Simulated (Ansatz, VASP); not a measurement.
## AlN in two plane-wave programs

One calculation is typed for both programs; each brings its own data sets. How far apart do they land? The cell is taken from a series of runs on this material, whose earlier steps may have relaxed, scaled, displaced or heated it; both programs get it as it stands.

Main program and level: Ansatz 0.2.0; plane waves, with VASP 6.6.1 beside it; LDA.

## (1) The starting structure

The structure is tetragonal, space group I-4m2 (No. 119). The conventional cell has a = 3.093 Å, b = 3.093 Å, c = 4.255 Å, α = 90.00°, β = 90.00°, γ = 90.00°. Nearest to N lie 4 Al at 1.88 Å. Nearest to Al lie 4 N at 1.88 Å. Farther neighbours and most contacts between anions are not listed.

Structure file:

```
N Al
1.0
     0.00000    2.18700    2.12762
     2.18700    0.00000    2.12762
     2.18700    2.18700    0.00000
N Al
1 1
Direct
  0.25000 0.25000 0.25000
  0.00000 0.00000 0.00000
```

## (2) VASP: zone-centre phonons, LDA, pair 1

Second derivatives magnify differences that forces hide, and they need a tight electronic threshold.

Lines of VASP's logs that name or quote its potential files are left out, and so is its time.

INCAR

```
SYSTEM = AlN
PREC = Accurate
ENCUT = 600
EDIFF = 1E-08
NELM = 120
ISMEAR = 0
SIGMA = 0.01
LREAL = .FALSE.
ALGO = Normal
GGA = PW92
NBANDS = 10
LORBIT = 11
LWAVE = .FALSE.
LCHARG = .FALSE.
ISIF = 2
IBRION = 8
LEPSILON = .TRUE.
LASPH = .TRUE.
GGA_COMPAT = .FALSE.
EFERMI = MIDGAP
KPAR = 2
```

POSCAR

```
AlN
1.0
    0.0000000000      2.1870048443      2.1276236731
    2.1870048443      0.0000000000      2.1276236731
    2.1870048443      2.1870048443      0.0000000000
N Al
1 1
Direct
    0.2500000000      0.2500000000      0.2500000000
    0.0000000000      0.0000000000      0.0000000000
```

KPOINTS

```
Automatic mesh
0
Gamma
12 12 12
0 0 0
```

PAW data sets: N and Al (LDA family, release 64).

Command:

```bash
$ mpirun -np 2 vasp_std
```

Numbers of over 12 decimals in the logs are rounded to 6 here.

The log of the run:

```text
[banner, memory and clock lines left out]
running    2 mpi-ranks, on    1 nodes
 distrk:  each k-point on    1 cores,    2 groups
 distr:  one band on    1 cores,    1 groups

 POSCAR found type information on POSCAR N Al
 POSCAR found :  2 types and       2 ions
|                                                                             |
|               ----> ADVICE to this user running VASP <----                  |
|                                                                             |
|     You enforced a specific xc type in the INCAR file but a different       |
|     [... a line on the potential file left out ...]
|     I HOPE YOU KNOW WHAT YOU ARE DOING!                                     |
|                                                                             |

 LDA part: xc-table for (Slater(with rela. corr.)+PW92), standard interpolation
 POSCAR, INCAR and KPOINTS ok, starting setup
 FFT: planning ... GRIDC
 FFT: planning ... GRID_SOFT
 FFT: planning ... GRID
 WAVECAR not read
 entering main loop
       N       E                     dE             d eps       ncg     rms          rms(c)
DAV:   1     0.116716486240E+02    0.11672E+02   -0.44072E+03  3324   0.765E+02
DAV:   2    -0.180714874154E+02   -0.29743E+02   -0.28793E+02  3930   0.140E+02
DAV:   3    -0.189688803180E+02   -0.89739E+00   -0.89596E+00  3846   0.234E+01
DAV:   4    -0.189726447816E+02   -0.37645E-02   -0.37643E-02  3666   0.181E+00
DAV:   5    -0.189726760292E+02   -0.31248E-04   -0.31247E-04  3674   0.157E-01    0.879E+00
DAV:   6    -0.164567126506E+02    0.25160E+01   -0.13274E+01  3420   0.194E+01    0.300E+00
DAV:   7    -0.164103774489E+02    0.46335E-01   -0.96154E-02  3626   0.274E+00    0.194E+00
DAV:   8    -0.163815770299E+02    0.28800E-01   -0.28228E-02  3468   0.163E+00    0.356E-01
DAV:   9    -0.163812788888E+02    0.29814E-03   -0.11255E-03  3690   0.229E-01    0.180E-01
DAV:  10    -0.163812994698E+02   -0.20581E-04   -0.54348E-05  3506   0.564E-02    0.401E-02
DAV:  11    -0.163812983342E+02    0.11356E-05   -0.12397E-06  3652   0.806E-03    0.769E-03
DAV:  12    -0.163812983375E+02   -0.32959E-08   -0.36429E-08  3728   0.156E-03
   1 F= -.16381298E+02 E0= -.16381298E+02  d E =0.000000E+00
 Linear response reoptimize wavefunctions to high precision
DAV:   1    -0.163812983333E+02    0.42440E-08   -0.17035E-08  3646   0.855E-04
DAV:   2    -0.163812983333E+02   -0.14950E-10   -0.92485E-11  1862   0.107E-04
 Linear response G [H, r] |phi>, progress :
  Direction:   1
       N       E                     dE             d eps       ncg     rms
RMM:   1    -0.335937617259E+02   -0.33594E+02    0.13110E+01  7952   0.487E+01
RMM:   2    -0.301406645273E+02    0.34531E+01   -0.11907E+00  5198   0.880E+00
RMM:   3    -0.301501548886E+02   -0.94904E-02   -0.51695E-03  5301   0.796E-01
RMM:   4    -0.301506167932E+02   -0.46190E-03    0.18997E-04  5587   0.955E-02
RMM:   5    -0.301506488083E+02   -0.32015E-04    0.12414E-05  5682   0.131E-02
RMM:   6    -0.301506504792E+02   -0.16709E-05   -0.17532E-06  5882   0.204E-03
RMM:   7    -0.301506508314E+02   -0.35221E-06   -0.59921E-06  5799   0.508E-04
RMM:   8    -0.301506508632E+02   -0.31835E-07   -0.19906E-06  4669   0.291E-04
RMM:   9    -0.301506507671E+02    0.96166E-07    0.13131E-06  4120   0.274E-04
RMM:  10    -0.301506508736E+02   -0.10657E-06   -0.65025E-07  3762   0.274E-04
RMM:  11    -0.301506507946E+02    0.79014E-07   -0.28301E-06  3201   0.273E-04
 Linear response G [H, r] |phi>, progress :
  Direction:   2
       N       E                     dE             d eps       ncg     rms
RMM:   1    -0.298466678984E+02   -0.29847E+02    0.38031E+01  7839   0.475E+01
RMM:   2    -0.279754257681E+02    0.18712E+01   -0.10448E+00  5173   0.825E+00
RMM:   3    -0.279860696421E+02   -0.10644E-01   -0.46913E-03  5285   0.741E-01
RMM:   4    -0.279864790498E+02   -0.40941E-03    0.17118E-04  5589   0.895E-02
RMM:   5    -0.279865073861E+02   -0.28336E-04    0.15551E-05  5665   0.123E-02
RMM:   6    -0.279865084180E+02   -0.10319E-05    0.77004E-06  5881   0.195E-03
RMM:   7    -0.279865087392E+02   -0.32118E-06    0.46557E-06  5721   0.498E-04
RMM:   8    -0.279865087807E+02   -0.41497E-07    0.55872E-06  4656   0.294E-04
RMM:   9    -0.279865087161E+02    0.64629E-07    0.83336E-06  4049   0.278E-04
RMM:  10    -0.279865087325E+02   -0.16443E-07    0.61965E-06  3743   0.278E-04
RMM:  11    -0.279865087326E+02   -0.76223E-10    0.91445E-06  3237   0.278E-04
 Linear response G [H, r] |phi>, progress :
  Direction:   3
       N       E                     dE             d eps       ncg     rms
RMM:   1    -0.318453723521E+02   -0.31845E+02    0.24924E+01  7726   0.483E+01
RMM:   2    -0.290710056517E+02    0.27744E+01   -0.11593E+00  5154   0.851E+00
RMM:   3    -0.290766574028E+02   -0.56518E-02   -0.88777E-03  5262   0.762E-01
[...]
Direction:   2
       N       E                     dE             d eps       ncg     rms          rms(c)
RMM:   1    -0.182683075003E+00   -0.18268E+00   -0.60829E-01  7423   0.198E+00
RMM:   2    -0.186384388082E+00   -0.37013E-02   -0.13361E-03  5236   0.232E-01
RMM:   3    -0.186395292848E+00   -0.10905E-04   -0.12407E-05  5330   0.217E-02
RMM:   4    -0.186395427175E+00   -0.13433E-06   -0.16799E-07  5478   0.249E-03
[...]
RMM:   9    -0.211834671992E+00    0.13979E-06    0.12988E-10 12218   0.593E-05    0.413E-06
 change of polarisation eV/A/(eV/A) component  2 :     0.041     0.396     0.005
 dielectric tensor                  component  2 :     0.363     4.520     0.044
 Linear response to external field, progress :
  Direction:   3
       N       E                     dE             d eps       ncg     rms          rms(c)
RMM:   1    -0.207689598946E+00   -0.20769E+00   -0.74294E-01 12594   0.208E+00
RMM:   2    -0.211936930423E+00   -0.42473E-02   -0.15337E-03  8988   0.248E-01    0.673E-01
RMM:   3    -0.205464141592E+00    0.64728E-02   -0.32191E-03  8755   0.368E-01    0.395E-01
RMM:   4    -0.212104891636E+00   -0.66408E-02   -0.44734E-03  8804   0.448E-01    0.509E-02
RMM:   5    -0.213220119990E+00   -0.11152E-02   -0.74490E-05  9239   0.705E-02    0.900E-03
RMM:   6    -0.213328727721E+00   -0.10861E-03   -0.49991E-07  9455   0.602E-03    0.384E-03
RMM:   7    -0.213360520803E+00   -0.31793E-04   -0.62835E-08  9482   0.197E-03    0.237E-04
RMM:   8    -0.213362514093E+00   -0.19933E-05   -0.11627E-09  9300   0.161E-04    0.946E-05
RMM:   9    -0.213362346992E+00    0.16710E-06   -0.82757E-10  7074   0.593E-05    0.381E-06
 change of polarisation eV/A/(eV/A) component  3 :     0.092     0.023     0.399
 dielectric tensor                  component  3 :     0.815     0.204     4.546
 Linear response DOF=           4
 Linear response progress:
  Degree of freedom:   1/  4
       N       E                     dE             d eps       ncg     rms          rms(c)
RMM:   1    -0.232443561402E+00   -0.23244E+00    0.20101E-01 18272   0.326E+00
RMM:   2    -0.232424655755E+00    0.18906E-04   -0.20625E-03 14794   0.392E-01    0.183E-01
RMM:   3    -0.233245059404E+00   -0.82040E-03   -0.71030E-04 13976   0.182E-01    0.908E-02
RMM:   4    -0.235072479992E+00   -0.18274E-02   -0.63002E-04 14141   0.166E-01    0.214E-02
RMM:   5    -0.235086005636E+00   -0.13526E-04   -0.17238E-05 15896   0.318E-02    0.194E-03
RMM:   6    -0.235103722550E+00   -0.17717E-04   -0.15345E-07 16292   0.293E-03    0.855E-04
RMM:   7    -0.235103885846E+00   -0.16330E-06   -0.19272E-08 16211   0.637E-04    0.596E-05
RMM:   8    -0.235102797845E+00    0.10880E-05   -0.75546E-09 16450   0.105E-04    0.276E-05
RMM:   9    -0.235102786676E+00    0.11169E-07   -0.76814E-09 17077   0.414E-05    0.242E-06
RMM:  10    -0.235102821956E+00   -0.35281E-07   -0.70348E-09 16372   0.227E-05    0.105E-06
RMM:  11    -0.235102819514E+00    0.24426E-08   -0.43164E-09 12805   0.209E-05    0.735E-08
 first order change of Fermi-energy   0.67492E-04
 force on displaced ion       1 direction 1 : -15.651   0.000  -0.000
 Born effective charge ion    1 direction 1 :  -2.536   0.000   0.000
 Linear response progress:
  Degree of freedom:   2/  4
       N       E                     dE             d eps       ncg     rms          rms(c)
RMM:   1    -0.232336100246E+00   -0.23234E+00    0.19368E-01 10646   0.325E+00
RMM:   2    -0.232329189357E+00    0.69109E-05   -0.20377E-03  8747   0.387E-01    0.181E-01
RMM:   3    -0.233170163607E+00   -0.84097E-03   -0.68652E-04  8199   0.179E-01    0.899E-02
RMM:   4    -0.234990397693E+00   -0.18202E-02   -0.61236E-04  8296   0.164E-01    0.216E-02
RMM:   5    -0.235009127293E+00   -0.18730E-04   -0.16152E-05  9300   0.310E-02    0.208E-03
RMM:   6    -0.235026164407E+00   -0.17037E-04   -0.13321E-07  9480   0.289E-03    0.886E-04
RMM:   7    -0.235026549473E+00   -0.38507E-06   -0.11893E-08  9443   0.647E-04    0.580E-05
RMM:   8    -0.235025381585E+00    0.11679E-05   -0.46722E-09  9564   0.106E-04    0.258E-05
RMM:   9    -0.235025360185E+00    0.21400E-07   -0.44410E-09  9969   0.375E-05    0.248E-06
RMM:  10    -0.235025395683E+00   -0.35499E-07   -0.36428E-09  9667   0.189E-05    0.104E-06
RMM:  11    -0.235025393578E+00    0.21051E-08   -0.14921E-09  7499   0.172E-05    0.733E-08
 first order change of Fermi-energy   0.79356E-03
 force on displaced ion       1 direction 3 :  -0.000  -0.000 -15.000
 Born effective charge ion    1 direction 3 :   0.000   0.000  -2.522
 Linear response progress:
  Degree of freedom:   3/  4
       N       E                     dE             d eps       ncg     rms          rms(c)
RMM:   1    -0.615588484603E-02   -0.61559E-02   -0.42462E-03 22613   0.694E-01
RMM:   2    -0.552089444292E-02    0.63499E-03   -0.25412E-04 14674   0.118E-01    0.911E-02
RMM:   3    -0.541753752807E-02    0.10336E-03   -0.61892E-05 15357   0.514E-02    0.491E-02
RMM:   4    -0.543417881386E-02   -0.16641E-04   -0.48196E-05 15295   0.483E-02    0.783E-03
RMM:   5    -0.543494517849E-02   -0.76636E-06   -0.94741E-07 15611   0.712E-03    0.729E-04
RMM:   6    -0.543407185701E-02    0.87332E-06   -0.27288E-08 15761   0.605E-04    0.320E-04
RMM:   7    -0.543314855151E-02    0.92331E-06   -0.56573E-09 15839   0.379E-04    0.269E-05
RMM:   8    -0.543316200903E-02   -0.13458E-07    0.53141E-10 16431   0.363E-05    0.102E-05
RMM:   9    -0.543315438234E-02    0.76267E-08    0.18713E-09 16636   0.104E-05    0.701E-07
 first order change of Fermi-energy   0.18383E-04
 force on displaced ion       2 direction 1 : -15.650   0.000   0.000
 Born effective charge ion    2 direction 1 :   2.536   0.000   0.000
 Linear response progress:
  Degree of freedom:   4/  4
       N       E                     dE             d eps       ncg     rms          rms(c)
RMM:   1    -0.592290167891E-02   -0.59229E-02   -0.46776E-03 12953   0.670E-01
RMM:   2    -0.537298743324E-02    0.54991E-03   -0.20639E-04  8608   0.113E-01    0.889E-02
RMM:   3    -0.527521237875E-02    0.97775E-04   -0.50169E-05  8961   0.491E-02    0.482E-02
RMM:   4    -0.528707236782E-02   -0.11860E-04   -0.42497E-05  8914   0.465E-02    0.763E-03
RMM:   5    -0.528700538256E-02    0.66985E-07   -0.77861E-07  9090   0.701E-03    0.732E-04
RMM:   6    -0.528602107021E-02    0.98431E-06   -0.59485E-09  9155   0.609E-04    0.325E-04
RMM:   7    -0.528508369253E-02    0.93738E-06   -0.27458E-09  9227   0.382E-04    0.269E-05
RMM:   8    -0.528509660907E-02   -0.12917E-07   -0.13181E-11  9504   0.356E-05    0.102E-05
RMM:   9    -0.528509098189E-02    0.56272E-08   -0.30825E-11  9712   0.978E-06    0.673E-07
 first order change of Fermi-energy   0.11636E-03
 force on displaced ion       2 direction 3 :   0.000   0.000 -15.000
 Born effective charge ion    2 direction 3 :   0.000   0.000   2.522
 Born effective charges drift removed
 Linear response finished
```

OUTCAR, selected parts (step 2):

```text
ion  position               nearest neighbor table
   1  0.250  0.250  0.250-   2 1.88   2 1.88   2 1.88   2 1.88
   2  0.000  0.000  0.000-   1 1.88   1 1.88   1 1.88   1 1.88

  LATTYP: Found a body centered tetragonal cell.
 ALAT       =     3.0928919118
 C/A-ratio  =     1.3758150843

 Subroutine GETGRP returns: Found  8 space group operations
 (whereof  8 operations were pure point group operations)

The static configuration has the point symmetry D_2d.

 Found    163 irreducible k-points:

   k-points           NKPTS =    163   k-points in BZ     NKDIM =    163   number of bands    NBANDS=     10

   dimension x,y,z NGX =    24 NGY =   24 NGZ =   28
   dimension x,y,z NGXF=    48 NGYF=   48 NGZF=   56

   ENCUT  =  600.0 eV  44.10 Ry    6.64 a.u.   6.09  6.09  6.18*2*pi/ulx,y,z

   NELECT =       8.0000    total number of electrons

 k-points in reciprocal lattice and weights: Automatic mesh
   0.00000000  0.00000000  0.00000000       0.001
   0.08333333  0.00000000  0.00000000       0.005
   0.16666667  0.00000000  0.00000000       0.005
   0.25000000  0.00000000  0.00000000       0.005
   0.33333333  0.00000000  0.00000000       0.005
   0.41666667  0.00000000  0.00000000       0.005
   0.50000000  0.00000000  0.00000000       0.002
   0.08333333  0.08333333  0.00000000       0.001
   0.16666667  0.08333333  0.00000000       0.005
[...]
-0.33333333  0.16666667  0.50000000       0.002
  -0.25000000  0.25000000  0.50000000       0.001

 average (electrostatic) potential at core
       1 -59.6441       2 -69.6046

  Total        0.0476713      0.0476713      0.4715202      0.0000000      0.0000000      0.0000000
  in kB        3.7526981      3.7526981     37.1181718      0.0000000      0.0000000      0.0000000
  external PRESSURE =      14.8745226 kB  Pullay stress =       0.0000000 kB

  energy-cutoff  :      600.00
  volume of cell :       20.35
      direct lattice vectors                 reciprocal lattice vectors
     0.000000000  2.187004844  2.127623673    -0.228623179  0.228623179  0.235003965
     2.187004844  0.000000000  2.127623673     0.228623179 -0.228623179  0.235003965
     2.187004844  2.187004844  0.000000000     0.228623179  0.228623179 -0.235003965

 POSITION                                       TOTAL-FORCE (eV/Angst)
 -----------------------------------------------------------------------------------
      1.09350      1.09350      1.06381        -0.000000     -0.000000      0.000000
      0.00000      0.00000      0.00000         0.000000      0.000000     -0.000000
 -----------------------------------------------------------------------------------
    total drift:                                0.000000      0.000000     -0.000000

 MACROSCOPIC STATIC DIELECTRIC TENSOR (including local field effects in DFT)
 ------------------------------------------------------
           4.520278     0.000000    -0.000000
           0.000000     4.520278    -0.000000
           0.000000     0.000000     4.546317
 ------------------------------------------------------

 PIEZOELECTRIC TENSOR (including local field effects)  for field in x, y, z        (C/m^2)
          XX          YY          ZZ          XY          YZ          ZX
  --------------------------------------------------------------------------------
  x     0.00000     0.00000     0.00000     0.00000    -0.60604     0.00000
  y     0.00000     0.00000     0.00000     0.00000     0.00000    -0.60604
  z     0.00000     0.00000     0.00000    -0.60540     0.00000     0.00000

 BORN EFFECTIVE CHARGES (including local field effects) (in |e|, cummulative output)
 ---------------------------------------------------------------------------------
 ion    1
    1    -2.53600     0.00000    -0.00000
    2     0.00000    -2.53600     0.00000
    3     0.00000     0.00000    -2.52221
 ion    2
    1     2.53600     0.00000     0.00000
    2     0.00000     2.53600     0.00000
    3     0.00000     0.00000     2.52221

 Eigenvectors and eigenvalues of the dynamical matrix
 ----------------------------------------------------

   1 f  =   20.370708 THz   127.992936 2PiTHz  679.493695 cm-1    84.246443 meV
             X         Y         Z           dx          dy          dz
      1.093502  1.093502  1.063812     0.000000   -0.811405   -0.000000
      0.000000  0.000000  0.000000     0.000000    0.584485    0.000000

   2 f  =   20.370708 THz   127.992936 2PiTHz  679.493695 cm-1    84.246443 meV
             X         Y         Z           dx          dy          dz
      1.093502  1.093502  1.063812     0.811405    0.000000    0.000000
      0.000000  0.000000  0.000000    -0.584485    0.000000    0.000000

   3 f  =   19.942758 THz   125.304042 2PiTHz  665.218792 cm-1    82.476581 meV
             X         Y         Z           dx          dy          dz
      1.093502  1.093502  1.063812    -0.000000   -0.000000    0.811402
      0.000000  0.000000  0.000000    -0.000000   -0.000000   -0.584489

   4 f/i=    0.000231 THz     0.001448 2PiTHz    0.007689 cm-1     0.000953 meV
             X         Y         Z           dx          dy          dz
      1.093502  1.093502  1.063812    -0.000000   -0.000000    0.584489
      0.000000  0.000000  0.000000    -0.000000   -0.000000    0.811402

   5 f/i=    0.000332 THz     0.002087 2PiTHz    0.011079 cm-1     0.001374 meV
             X         Y         Z           dx          dy          dz
      1.093502  1.093502  1.063812    -0.141196   -0.567174   -0.000000
      0.000000  0.000000  0.000000    -0.196013   -0.787373   -0.000000

   6 f/i=    0.000332 THz     0.002087 2PiTHz    0.011079 cm-1     0.001374 meV
             X         Y         Z           dx          dy          dz
      1.093502  1.093502  1.063812     0.567174   -0.141196   -0.000000
      0.000000  0.000000  0.000000     0.787373   -0.196013   -0.000000

 MACROSCOPIC STATIC DIELECTRIC TENSOR IONIC CONTRIBUTION
 ------------------------------------------------------
           3.653507    -0.000000     0.000000
          -0.000000     3.653507    -0.000000
           0.000000    -0.000000     3.770649
 ------------------------------------------------------

 ELASTIC MODULI CONTR FROM IONIC RELAXATION (kBar)
 Direction    XX          YY          ZZ          XY          YZ          ZX
 --------------------------------------------------------------------------------
 XX           0.0000      0.0000      0.0000      0.0000      0.0000      0.0000
 YY           0.0000      0.0000      0.0000      0.0000      0.0000      0.0000
 ZZ           0.0000      0.0000      0.0000      0.0000      0.0000      0.0000
 XY           0.0000      0.0000      0.0000   -500.2234      0.0000      0.0000
 YZ           0.0000      0.0000      0.0000      0.0000   -464.5363     -0.0000
 ZX           0.0000      0.0000      0.0000      0.0000     -0.0000   -455.6420
 --------------------------------------------------------------------------------

 PIEZOELECTRIC TENSOR IONIC CONTR  for field in x, y, z        (C/m^2)
          XX          YY          ZZ          XY          YZ          ZX
  --------------------------------------------------------------------------------
  x     0.00000     0.00000     0.00000     0.00000     1.22585     0.00000
  y     0.00000     0.00000     0.00000    -0.00000     0.00000     1.21406
  z     0.00000     0.00000     0.00000     1.29230    -0.00000    -0.00000
```

(Continued in part 2 of 2.)

[Lines on the potential files, build, host, timing and source positions are cut from VASP's logs without a mark.]

[Logs are printed without paths, hosts, clocks, repeated set-up lines and the standing remarks that a program may print on its own settings, such as how far it seeks lower states.]

[Hosts, paths, dates, database ids (printed as entryN), source tags and the programs' standing remarks are cut or masked in the printed files.]
